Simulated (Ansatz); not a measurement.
Stiffness of CoSi2 from strained cells

```
CELL_PARAMETERS angstrom
0.00000 2.68250 2.68250
2.68250 0.00000 2.68250
2.68250 2.68250 0.00000
ATOMIC_POSITIONS crystal
Co 0.00000 0.00000 0.00000
Si 0.25000 0.25000 0.25000
Si 0.75000 0.75000 0.75000
```

Atom numbers follow the list: Co1, Si2, Si3.

The cell comes from COD entry 1008148, which wasn't checked; take it as a given geometry.

Computed with DFT, PBEsol, all-electron LAPW, scalar-relativistic in Ansatz 0.2.0.

Sampling and basis: a Γ-centred 11×11×11 k mesh, Fermi–Dirac smearing of 0.05 eV, basis error target 1 meV/atom, spin-polarised from start moments Co1 2 μB (the moments died away, and the run ended non-magnetic).

The unstrained cell is at -5.39 GPa. Large strains and very small stresses are left out. Each strain is applied once, with fractional coordinates held (clamped ions), and σ below is the change of stress, positive in tension. One finite strain gives stress–strain coefficients at this pressure with an error of the order of the strain times third-order constants, a few per cent for each per cent of strain. In a metal the k mesh adds noise of tens of per cent to soft shears.

Question: With equal xy, yz and zx engineering shear strains of -1 %, the run gives σxy = -1.51 GPa and γxy = 2εxy = -0.0100. Which stiffness follows?

Answer: C44 (clamped ions) = σxy/γxy = 151 GPa.

Question: With equal xy, yz and zx engineering shear strains of +1 %, the run gives σxy = 1.43 GPa and γxy = 2εxy = 0.0100. Which stiffness follows?

Answer: C44 (clamped ions) = σxy/γxy = 143 GPa.

Question: The two estimates of C44 (clamped ions) differ. Why, and which value is best?

Answer: Finite strains add third-order terms, and in a metal the k mesh adds noise; two strains on one mesh can't tell these apart, so neither value is shown to be the better.
